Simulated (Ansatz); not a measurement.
Runs of Ansatz 0.2.0 on BaTiO3. The typed cell holds 10 atoms: a = 5.655 Å, b = 5.655 Å, c = 5.670 Å, α = 60.09°, β = 60.09°, γ = 60.00°. 

```csv
task,level,U,cell,k mesh,cutoff (eV),points for each segment of the path,hubbard projectors,double counting,gap on the mesh (eV),pressure (GPa),relaxed volume (Å³/atom),largest force (eV/Å)
relaxation of cell and atoms,r2SCAN,-,relaxed,6 × 6 × 6,500,-,-,-,2.87,0.0,13.03,-
single point,PBE,-,as given,10 × 10 × 10,420,-,-,-,0.37,64.7,-,20.28
band structure,PBEsol+U,Ti d U = 5 eV,as given,6 × 6 × 6,420,10,ortho-atomic (the default),fll (the default),0.85,60.8,-,19.92
single point,PBE,-,as given,6 × 6 × 6,250,-,-,-,0.35,65.4,-,20.41
relaxation of cell and atoms,PBE,-,relaxed,6 × 6 × 6,420,-,-,-,2.63,0.0,(a),-
```

Alike in all rows: potentials or basis Ansatz PAW; no spin polarisation; smearing fermi-dirac 0.05 eV.

Estimate the missing entries.

(a) 13.38.

Caveats: spin-orbit coupling is left out, which moves the levels of the heavy elements; a pressure of tens of GPa on the cell as given is suspect, and the run, the potentials or the cell itself is likely at fault (some runs); forces of over 1 eV/Å show positions far from the minimum, so gaps and moduli don't describe the material at rest (some runs); the plane-wave basis is chosen anew once the cell has moved, so the energies of steps on either side of that aren't comparable (some runs); the PAW data sets come from PBE, with cores solved anew for the run's functional, which leaves a small shift of forces and pressure (some runs); the pressure holds a Pulay correction of +78.2 GPa for the finite cutoff (some runs); the cutoff lies under the one recommended for these potentials (some runs).

A k mesh can miss the band edges, and the runs leave out spin-orbit coupling on Ba.
